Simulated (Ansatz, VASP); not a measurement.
# Two plane-wave programs on CdTe

```
Cd Te
1.0
     0.00000    3.19233    3.35195
     3.19233    0.00000    3.35195
     3.19233    3.19233    0.00000
Cd Te
1 1
Direct
  0.00000 0.00000 0.00000
  0.75000 0.75000 0.75000
```

Alike in both runs: task single point; functional PBEsol; k mesh 8 × 8 × 8; occupations gaussian, width 0.05 eV; no spin polarisation.

|  | VASP | Ansatz |
| --- | --- | --- |
| version | VASP 6.6.1 | Ansatz 0.2.0 |
| potentials or method | VASP PAW PBE potentials, release 64 (Cd, Te) | scalar-relativistic, plane waves, PAW |
| plane-wave cutoff (eV) | 520 | 420 |
| valence electrons in the cell | 18 | 36 |

Ansatz gave:

* gap on the k mesh at the Fermi level (eV): 0.58
* least direct gap on the mesh (eV): 0.58
* pressure (GPa): 0.0
* largest component of the traceless stress (GPa): 0.61

Which values does VASP return?

gap on the k mesh at the Fermi level (eV): 0.58; least direct gap on the mesh (eV): 0.58; pressure (GPa): 0.1; largest component of the traceless stress (GPa): 0.61.

With one functional, cell and mesh, what is left measures potentials, basis and numerics. The two sets of potentials don't hold the same shells in valence.

Caveats: the PAW data sets were made with another functional, which shifts forces and pressure a little (VASP); spin-orbit coupling is left out, which moves the levels of the heavy elements. Expect the measured gap to be larger: semilocal functionals such as PBEsol lack the derivative discontinuity.
